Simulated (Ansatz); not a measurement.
Crystal: PbS.

```
CELL_PARAMETERS angstrom
2.07995 -5.99130 0.00000
2.07995 5.99130 0.00000
0.00000 0.00000 4.27932
ATOMIC_POSITIONS crystal
Pb 0.13056 0.86944 0.25000
Pb 0.86944 0.13056 0.75000
S 0.35480 0.64520 0.25000
S 0.64520 0.35480 0.75000
```

Measurements of this composition are mostly on another form, of space group No. 225.

* Program: Ansatz 0.2.0
* Task: relaxation of cell and atoms
* Functional: LDA
* Potentials or basis: Ansatz PAW
* Cutoff: 420 eV (not typed: the program's choice for these potentials)
* k mesh: 7 × 7 × 6
* Occupations: fermi-dirac, width 0.05 eV
* Spin: no spin polarisation

At the start: volume 26.66 Å³/atom.

How do energy, volume and symmetry change on relaxing?

It ends after 7 steps and the volume is 24.27 Å³/atom (-9.0 %); space group Cmcm (No. 63, to 0.05 Å).

The path:
```csv
step,energy change (eV),largest force (eV/Å),volume (Å³)
1,0.0000,0.1130,106.65
2,-0.0728,0.2262,94.01
3,-0.1018,0.0999,97.25
4,-0.1044,0.0267,97.69
5,-0.1052,0.0049,97.14
6,-0.1053,0.0008,97.07
7,-0.1044,0.0009,97.07
```

Final structure:
```xyz
4
Lattice="2.0290 -5.7052 0.0000 2.0290 5.7052 0.0000 0.0000 0.0000 4.1930" Properties=species:S:1:pos:R:3 pbc="T T T"
Pb    2.0290    4.2750    1.0483
Pb    2.0290   -4.2750    3.1448
S     2.0290    1.6029    1.0483
S     2.0290   -1.6029    3.1448
```

Caveat: the plane-wave basis is chosen anew once the cell has moved, so the energies of steps on either side of that aren't comparable; the PAW data sets come from PBE, with cores solved anew for the run's functional, which leaves a small shift of forces and pressure.
